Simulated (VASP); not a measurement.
# TePb (Fm-3m) in VASP: notebook, part 2 of 2

VASP 6.6.1. Earlier steps stand in the parts before.

## 5. Single point, PBE

File INCAR:

```
SYSTEM = TePb
ADDGRID = .False.
ALGO = Normal
EDIFF = 1E-7
ENCUT = 520
GGA = PE
ISIF = 2
ISMEAR = 0
LASPH = .True.
LCHARG = .False.
LREAL = .False.
LWAVE = .False.
NELM = 100
PREC = Accurate
SIGMA = 0.05
```

File KPOINTS:

```
k-points
0
Gamma
  3 3 3
  0 0 0
```

File POSCAR:

```
TePb
1.0
    0.0000000000      3.2310000000      3.2310000000
    3.2310000000      0.0000000000      3.2310000000
    3.2310000000      3.2310000000      0.0000000000
Pb Te
1 1
Direct
    0.0000000000      0.0000000000      0.0000000000
    0.5000000000      0.5000000000      0.5000000000
```

Potentials or basis: VASP PAW PBE potentials, release 64 (Pb_d, Te).

The run is started by

```sh
$ cat potpaw_PBE.64/Pb_d/POTCAR potpaw_PBE.64/Te/POTCAR > POTCAR
$ mpirun -np 1 vasp_std > vasp.out
```

OUTCAR:

```text
SYSTEM = TePb
   EDIFF = 1E-7
   ENCUT = 520
   GGA = PE
   ISIF = 2
   ISMEAR = 0
   LASPH = .True.
   LREAL = .False.
   NELM = 100
   PREC = Accurate

 Found      4 irreducible k-points:

 Following reciprocal coordinates:
            Coordinates               Weight
  0.000000  0.000000  0.000000      1.000000
  0.333333  0.000000  0.000000      8.000000
  0.333333  0.333333  0.000000      6.000000
 -0.333333  0.333333  0.000000     12.000000
   k-points           NKPTS =      4   k-points in BZ     NKDIM =      4   number of bands    NBANDS=     14
   number of dos      NEDOS =    301   number of ions     NIONS =      2
   total plane-waves  NPLWV =  46656
   dimension x,y,z NGX =    36 NGY =   36 NGZ =   36
   dimension x,y,z NGXF=    72 NGYF=   72 NGZF=   72
   ions per type =               1   1
   NGX,Y,Z   is equivalent  to a cutoff of  13.10, 13.10, 13.10 a.u.
   NGXF,Y,Z  is equivalent  to a cutoff of  26.20, 26.20, 26.20 a.u.
 SYSTEM =  TePb
   PREC   = accura    normal or accurate (medium, high low for compatibility)
   ISTART =      0    job   : 0-new  1-cont  2-samecut
   ICHARG =      2    charge: 1-file 2-atom 10-const
   ISPIN  =      1    spin polarized calculation?
   LNONCOLLINEAR =      F non collinear calculations
   LSORBIT =      F    spin-orbit coupling
   LASPH  =      T    aspherical Exc in radial PAW
   ENCUT  =  520.0 eV  38.22 Ry    6.18 a.u.   8.50  8.50  8.50*2*pi/ulx,y,z
   NELM   =    100;   NELMIN=  2; NELMDL= -5     # of ELM steps
   EDIFF  = 0.1E-06   stopping-criterion for ELM
   LREAL  =      F    real-space projection
   EDIFFG = 0.1E-05   stopping-criterion for IOM
   NSW    =      0    number of steps for IOM
   IBRION =     -1    ionic relax: 0-MD 1-quasi-New 2-CG
   NFREE  =      0    steps in history (QN), initial steepest desc. (CG)
   ISIF   =      2    stress and relaxation
   ISYM   =      2    0-nonsym 1-usesym 2-fastsym
   POTIM  = 0.5000    time-step for ionic-motion
   TEBEG  =    0.0;   TEEND  =   0.0 temperature during run
   PSTRESS=    0.0 pullay stress
   NELECT =      20.0000    total number of electrons
   NUPDOWN=      -1.0000    fix difference up-down
   EMIN   =  10.00;   EMAX   =-10.00  energy-range for DOS
   EFERMI =   0.00;   METHOD = LEGACY
   ISMEAR =     0;   SIGMA  =   0.05  broadening in eV -4-tet -1-fermi 0-gaus
   EFERMI_NEDOS =   21; number of points for ismear=-14 and -15
   IALGO  =     38    algorithm
   IMIX   =      4    mixing-type and parameters
     AMIX     =   0.40;   BMIX     =  1.00
     AMIX_MAG =   1.60;   BMIX_MAG =  1.00
[... 18 lines left out ...]
 number of electron      20.0000003 magnetization

 Free energy of the ion-electron system (eV)
  ---------------------------------------------------
  ext. energy  EPLUGINS =         0.00000000
  ---------------------------------------------------
  free energy    TOTEN  =        -7.54936299 eV

  energy without entropy =       -7.54936299  energy(sigma->0) =       -7.54936299

 E-fermi :   5.5266     XC(G=0):  -9.3002

 val. band max:        5.2448628232   @ k =   0.3333   0.0000   0.0000
 cond. band min:       7.0880842171   @ k =   0.3333   0.0000   0.0000
 fundamental gap:      1.8432213938
 Fermi energy:         5.5266410655

 k-point     1 :       0.0000    0.0000    0.0000
  band No.  band energies     occupation
      1     -11.0842      2.00000
      2     -11.0842      2.00000
      3     -11.0751      2.00000
      4     -11.0751      2.00000
      5     -11.0751      2.00000
      6      -6.3980      2.00000
      7       0.0342      2.00000
      8       4.2727      2.00000
      9       4.2727      2.00000
     10       4.2727      2.00000
     11       9.7060      0.00000
     12       9.7060      0.00000
     13       9.7060      0.00000
     14      11.4187      0.00000
[... 37 lines left out ...]
      1     -11.1212      2.00000
      2     -11.0880      2.00000
      3     -11.0705      2.00000
      4     -11.0604      2.00000
      5     -11.0552      2.00000
      6      -4.6740      2.00000
      7      -2.5276      2.00000
      8       1.7895      2.00000
      9       3.6871      2.00000
     10       3.9846      2.00000
     11       8.5589      0.00000
     12       8.6305      0.00000
     13      11.1188      0.00000
     14      11.7109      0.00000

------------------------ aborting loop because EDIFF is reached ----------------------------------------

  FORCE on cell =-STRESS in cart. coord.  units (eV):
  Direction    XX          YY          ZZ          XY          YZ          ZX
  --------------------------------------------------------------------------------------
  -------------------------------------------------------------------------------------
  Total        0.8591904      0.8591904      0.8591904      0.0000000     -0.0000000      0.0000000
  in kB       20.4060592     20.4060592     20.4060592      0.0000000     -0.0000000      0.0000000
  external PRESSURE =      20.4060592 kB  Pullay stress =       0.0000000 kB

 VOLUME and BASIS-vectors are now :
 -----------------------------------------------------------------------------
  energy-cutoff  :      520.00
  volume of cell :       67.46
      direct lattice vectors                 reciprocal lattice vectors
     0.000000000  3.231000000  3.231000000    -0.154750851  0.154750851  0.154750851
     3.231000000  0.000000000  3.231000000     0.154750851 -0.154750851  0.154750851
     3.231000000  3.231000000  0.000000000     0.154750851  0.154750851 -0.154750851

 POSITION                                       TOTAL-FORCE (eV/Angst)
 -----------------------------------------------------------------------------------
      0.00000      0.00000      0.00000         0.000000      0.000000     -0.000000
      3.23100      3.23100      3.23100        -0.000000     -0.000000      0.000000
 -----------------------------------------------------------------------------------
    total drift:                               -0.000000      0.000000      0.000000

  FREE ENERGIE OF THE ION-ELECTRON SYSTEM (eV)
  ---------------------------------------------------
  free  energy   TOTEN  =        -7.5493629913 eV

  energy  without entropy=       -7.5493629913  energy(sigma->0) =       -7.54936299
```

OSZICAR:

```text
N       E                     dE             d eps       ncg     rms          rms(c)
DAV:   1     0.157366835967E+03    0.15737E+03   -0.90480E+03   112   0.139E+03
DAV:   2     0.421203722455E+01   -0.15315E+03   -0.14921E+03   112   0.333E+02
DAV:   3    -0.740214913604E+01   -0.11614E+02   -0.11588E+02   160   0.989E+01
DAV:   4    -0.766353971445E+01   -0.26139E+00   -0.26133E+00   136   0.182E+01
DAV:   5    -0.766613330727E+01   -0.25936E-02   -0.25936E-02   154   0.158E+00    0.407E+00
DAV:   6    -0.755003815574E+01    0.11610E+00   -0.29763E-01   154   0.442E+00    0.255E+00
DAV:   7    -0.754783380317E+01    0.22044E-02   -0.85134E-02   132   0.163E+00    0.973E-01
DAV:   8    -0.754915555554E+01   -0.13218E-02   -0.88055E-03   136   0.106E+00    0.192E-01
DAV:   9    -0.754932274815E+01   -0.16719E-03   -0.77567E-04   158   0.283E-01    0.366E-02
DAV:  10    -0.754934893803E+01   -0.26190E-04   -0.70555E-05   124   0.650E-02    0.243E-02
DAV:  11    -0.754936307329E+01   -0.14135E-04   -0.33465E-05   120   0.391E-02    0.128E-02
DAV:  12    -0.754936314780E+01   -0.74506E-07   -0.24735E-06   142   0.110E-02    0.744E-03
DAV:  13    -0.754936284000E+01    0.30779E-06   -0.35822E-07   112   0.360E-03    0.188E-03
DAV:  14    -0.754936295443E+01   -0.11443E-06   -0.13271E-07    74   0.468E-03    0.148E-03
DAV:  15    -0.754936299129E+01   -0.36860E-07   -0.15253E-08    56   0.118E-03
   1 F= -.75493630E+01 E0= -.75493630E+01  d E =-.134619E-15
```

Run time: 9.3 s. Hardware: 1 thread of Intel Xeon Platinum 8488C (Sapphire Rapids), shared host; peak memory 0.2 GiB.

These settings aren't checked as converged: the numbers below hold their error.

What came out:

* Free energy: -7.5494 eV
* Pressure: 2.0 GPa

Caveat: the k mesh is coarse (spacing up to 0.56 Å⁻¹), so the values aren't converged; this odd mesh misses L, where the gap lies, so gap, dielectric constants and Born charges aren't listed.

## 6. Single point, PBE

INCAR is that of step 5.

KPOINTS is that of step 5.

File POSCAR:

```
TePb
1.0
    0.0000000000      3.2310000000      3.2310000000
    3.2310000000      0.0000000000      3.2310000000
    3.2310000000      3.2310000000      0.0000000000
Pb Te
1 1
Direct
   -0.0068530000      0.0005720000     -0.0056850000
    0.5279490000      0.4690950000      0.5208160000
```

Potentials or basis: VASP PAW PBE potentials, release 64 (Pb_d, Te).

The run is started by

```sh
$ cat potpaw_PBE.64/Pb_d/POTCAR potpaw_PBE.64/Te/POTCAR > POTCAR
$ mpirun -np 1 vasp_std > vasp.out
```

It took 16 s on 1 thread of Intel Xeon Platinum 8488C (Sapphire Rapids), shared host; peak memory 0.2 GiB.

These settings aren't checked as converged: the numbers below hold their error.

What came out:

```yaml
Free_energy: -7.5436 eV
Pressure: 2.4 GPa
Largest_force: 0.124 eV/Å
Band_gap_on_the_k_mesh: 1.88 eV, direct
```

Caveat: the k mesh is coarse (spacing up to 0.56 Å⁻¹), so the values aren't converged; spin-orbit coupling is left out, which as a rule narrows the gap of such compounds by several tenths of an eV; an odd mesh through Γ misses points on the zone boundary, where band edges often lie.

## 7. The reference run

An earlier run on the cell as given: functional PBEsol; potentials or basis VASP PAW PBE potentials, release 64 (Pb_d, Te); cutoff 520 eV; k mesh 7 × 7 × 7; occupations fermi-dirac, width 0.05 eV; no spin polarisation.

* Pressure: -0.4 GPa
